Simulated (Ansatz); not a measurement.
A trial form of Bi₂Te₃

Method: DFT PBE, scalar-relativistic, plane waves, PAW in Ansatz 0.2.0. Cutoff 420 eV, Gaussian smearing, Γ-centred meshes. Cell and atoms relax first on a coarse mesh and then on a finer one. In between, the cell is made exact in the group found at 0.06 Å. In metals the finer mesh still leaves noise of several meV/atom or more. The steps can't lower the symmetry of their start. No spin polarisation.

Recipe of this trial structure of Bi₂Te₃: random cell by space group and Wyckoff sites (Pm-3m, No. 221). The dimensions are guesses.

```
Bi Te
1.0
     5.56706    0.00000    0.00000
     0.00000    5.56706    0.00000
     0.00000    0.00000    5.56706
Bi Te
2 3
Direct
  0.00000 0.00000 0.00000
  0.50000 0.50000 0.50000
  0.00000 0.50000 0.50000
  0.50000 0.00000 0.50000
  0.50000 0.50000 0.00000
```

The zero of energy is the elements' standard structures at the same level; no fitted shifts are applied.

Q: Which structure results?

A: The symmetry stays Pm-3m (No. 221). The volume per atom grows by 16.5 %, from 34.5 to 40.2 Å³. The shortest distance goes from 2.78 Å (Bi–Te) to 2.93 Å (Bi–Te). The energy falls by about 0.14 eV/atom (the start's value is from the coarse mesh). Conventional cell: a = 5.857 Å. Around Bi on its first site lie 12 Te at 4.14 Å (long contacts); Bi on its second site is surrounded by 6 Te at 2.93 Å; Te is surrounded by 2 Bi at 2.93 Å, 4 Bi at 4.14 Å and 8 Te at 4.14 Å.

```
Bi Te
1.0
     5.85722    0.00000    0.00000
     0.00000    5.85722    0.00000
     0.00000    0.00000    5.85722
Bi Te
2 3
Direct
  0.00000 0.00000 0.00000
  0.50000 0.50000 0.50000
  0.00000 0.50000 0.50000
  0.50000 0.00000 0.50000
  0.50000 0.50000 0.00000
```

Q: Give its energy and gap.

A: The energy over the elements is +0.59 eV/atom. The gap on the 6×6×6 mesh of the 5-atom cell is 0 eV (a metal).

The separate elements lie lower, so it is unstable against them.

The last run used Gaussian smearing of 0.10 eV. Spin–orbit coupling, which can matter for Bi and Te, is left out. The cell is a metal run without spin; a magnetic state may lie lower. The reference form of Te is held partly by dispersion forces, which this level lacks. A structure relaxed within its symmetry needn't be a true minimum. In all, the 3 runs took 36 s on 1 thread of Intel(R) Xeon(R) 6975P-C (Granite Rapids) (shared host).
